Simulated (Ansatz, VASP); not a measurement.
Two plane-wave programs on GaAs

```
CELL_PARAMETERS angstrom
0.00000 2.87509 2.87509
2.87509 0.00000 2.87509
2.87509 2.87509 0.00000
ATOMIC_POSITIONS crystal
Ga 0.00000 0.00000 0.00000
As 0.25000 0.25000 0.25000
```

The cell is a database's computed one.

Alike in both runs: task relaxation of cell and atoms; functional PBEsol; k mesh 10 × 10 × 10; occupations gaussian, width 0.01 eV; no spin polarisation.

```csv
,VASP,Ansatz
version,VASP 6.6.1,Ansatz 0.2.0
potentials or method,"VASP PAW PBE potentials, release 64 (Ga_d, As)","scalar-relativistic, plane waves, PAW"
plane-wave cutoff (eV),600,420
valence electrons in the cell,18,28
```

```csv
,VASP,Ansatz,Ansatz less VASP
"gap on the k mesh at the Fermi level, each at its own relaxed structure (eV)",0.42,0.43,+0.005
relaxed volume (Å³/atom),22.70,22.64,-0.057
relaxed cell length with the largest relative difference (Å),4.004,4.001,-0.0034
energy change over the relaxation (meV/atom),-10,-11,-0.8
```

The two sets of potentials don't hold the same shells in valence.

Caveats: the PAW data sets were made with another functional, which shifts forces and pressure a little (VASP).
